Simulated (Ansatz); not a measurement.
Crystal: FeO.

```
CELL_PARAMETERS angstrom
2.68236 -1.52443 0.00000
2.68236 1.52443 0.00000
-0.23431 0.00000 5.26945
ATOMIC_POSITIONS crystal
Fe 0.00000 0.00000 0.50000
Fe 0.00000 0.00000 0.00000
O 0.33547 0.33547 0.74430
O 0.66453 0.66453 0.25570
```

The cell comes from a database or a generator and needn't be the stable form of this composition.

| Property | Result |
| --- | --- |
| Program | Ansatz 0.2.0 |
| Task | single point |
| Functional | PBEsol |
| Potentials or basis | all-electron LAPW, scalar-relativistic |
| Cutoff | 345 eV (chosen from the basis error) |
| Basis error allowed | 0.001 eV/atom |
| k mesh | 10 × 10 × 5 |
| Occupations | fermi-dirac, width 0.05 eV |
| Spin | collinear spin, ferromagnetic start |
| Starting moments | [3.0, 3.0, 0.0, 0.0] μB |

On this cell: pressure -20.8 GPa; largest force 0.183 eV/Å; net moment 0.06 μB per cell; site moments Fe +3.40, -3.37; O +0.01 μB; band gap on the k mesh none (metal or under the smearing width).

The same run follows on a disturbed copy (atoms moved at random, drawn with an rms of 0.05 Å):

```
Fe O
1.0
     2.68236   -1.52443    0.00000
     2.68236    1.52443    0.00000
    -0.23431    0.00000    5.26945
Fe O
2 2
Direct
  0.00641 0.00155 0.48800
  0.99585 0.01742 0.99506
  0.33842 0.35678 0.74677
  0.65690 0.67175 0.25735
```

Question: What changes?

Answer: The energy (extrapolated to zero smearing) moves by +4.0 meV/atom; pressure -20.3 GPa; largest force 0.490 eV/Å; net moment 0.05 μB per cell; site moments Fe +3.39, -3.36; O -0.01, +0.03 μB; band gap on the k mesh none (metal or under the smearing width).

Forces on the atoms (eV/Å):
```
Fe  -0.014  0.049  0.487
Fe   0.049  0.015 -0.181
O   -0.068 -0.020  0.015
O    0.033 -0.044 -0.321
```

Stress tensor (GPa, compression positive):
```
-23.03  -0.17  -0.31
 -0.17 -22.78   0.05
 -0.31   0.05 -15.11
```

Caveats: semilocal functionals often make such compounds metallic where correlation or magnetic order opens a gap, which also shifts bond lengths; the starting moments weren't kept; so large a pressure means that the cell lies far from this level's equilibrium, or that cutoff or potentials fall short (some runs).
